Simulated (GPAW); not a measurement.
Ga:

```
Ga
1.0
     3.81696   -2.32663    0.00000
     3.81696    2.32663    0.00000
     0.00000    0.00000    4.48825
Ga
4
Direct
  0.66555 0.00969 0.25000
  0.00969 0.66555 0.75000
  0.33445 0.99031 0.75000
  0.99031 0.33445 0.25000
```

This isn't the form of Ga at room conditions, which is orthorhombic.

| Quantity | Value |
| --- | --- |
| Program | GPAW 26.7.0 |
| Task | relaxation of cell and atoms |
| Functional | PBEsol |
| Dispersion | D3(BJ) |
| Potentials or basis | PAW data sets generated in the run's folder for this functional |
| Cutoff | 600 eV |
| Basis | pw |
| k mesh | 6 × 6 × 5 |
| Occupations | fermi-dirac, width 0.05 eV |
| Spin | no spin polarisation |

At the start: pressure -1.7 GPa; volume 19.93 Å³/atom.

Question: Where does the relaxation end?

Answer: Over 16 steps the energy falls by 8.5 meV/atom and the volume is 19.17 Å³/atom (-3.8 %); space group Cmcm (No. 63, to 0.05 Å).

The path:
```csv
step,energy change (eV),largest force (eV/Å),pressure (GPa),volume (Å³)
1,0.0000,0.0399,-1.70,79.72
2,-0.0022,0.0407,-1.58,79.54
3,-0.0182,0.0744,0.47,76.86
4,-0.0188,0.0660,0.34,77.00
5,-0.0219,0.0480,-0.06,77.38
6,-0.0250,0.0912,-0.21,77.43
7,-0.0288,0.1281,-0.15,77.16
8,-0.0312,0.1144,0.04,76.77
9,-0.0324,0.0518,0.15,76.62
10,-0.0329,0.0138,0.09,76.67
11,-0.0330,0.0191,0.00,76.75
12,-0.0332,0.0208,-0.09,76.84
13,-0.0334,0.0185,-0.16,76.90
14,-0.0337,0.0109,-0.21,76.90
15,-0.0339,0.0037,-0.15,76.79
16,-0.0340,0.0046,-0.04,76.67
```

Final structure:
```
Ga
1.0
     3.84587   -2.23293    0.00000
     3.84587    2.23293    0.00000
     0.00000    0.00000    4.46379
Ga
4
Direct
  0.65579 0.02579 0.25000
  0.02579 0.65579 0.75000
  0.34421 0.97421 0.75000
  0.97421 0.34421 0.25000
```

Caveat: later steps reuse the first step's grids; pairwise dispersion overbinds metals, which lowers pressure and volume.
